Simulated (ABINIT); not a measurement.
Here is an ABINIT 10.8.3 (patched build) calculation.

run.abi

```
# Pseudopotentials
pp_dirpath "./"
pseudos "Ga.GGA_PBE-JTH.xml, P.GGA_PBE-JTH.xml"

# Structure
acell 3.8540855109 3.8540855109 3.8540855109 Angstrom
rprim
     0.0000000000     0.7071067812     0.7071067812
     0.7071067812     0.0000000000     0.7071067812
     0.7071067812     0.7071067812     0.0000000000
ntypat 2
znucl 31 15
natom 2
typat 1 2
xred
     0.0000000000     0.0000000000     0.0000000000
     0.7500000000     0.7500000000     0.7500000000

# Plane-wave basis
ecut 20.0
pawecutdg 40.0

# k points
kptopt 1
ngkpt 6 6 6
nshiftk 1
shiftk 0.0 0.0 0.0

# Exchange and correlation
ixc 11

# Bands and occupations
nband 13
occopt 3
tsmear 0.05 eV

# SCF cycle
nstep 100
tolvrs 1.0e-9

# Output
iomode 3
prtwf 0
prtden 0
prteig 0
prtebands 0
enunit 2
```

Potentials or basis: JTH PAW PBE v2.0.

Run with:

```sh
$ abinit run.abi > log 2>&1
```

Estimate the band gap on the k mesh.

1.65 eV, indirect (least direct gap 1.82 eV).

Estimate the pressure.

2.6 GPa.

**Measured values to compare with.**

From “Stacking defects in GaP nanowires: Electronic structure and optical properties”, 2018, arxiv:1810.01194, for a bulk crystal of GaP at 10 K: band gap 2.34 eV (indirect).

Against the measured gap of GaP, 2.34 eV (indirect; 10 K; quoted in “Stacking defects in GaP nanowires: Electronic structure and optical properties”, 2018, arxiv:1810.01194), the calculated 1.65 eV is off by -0.69 eV. Spin-orbit coupling on Ga is left out. The value is that of PBE on a finite k mesh, which can miss the band edges, without temperature or zero-point motion. Semilocal functionals fall short of measured gaps as a rule.
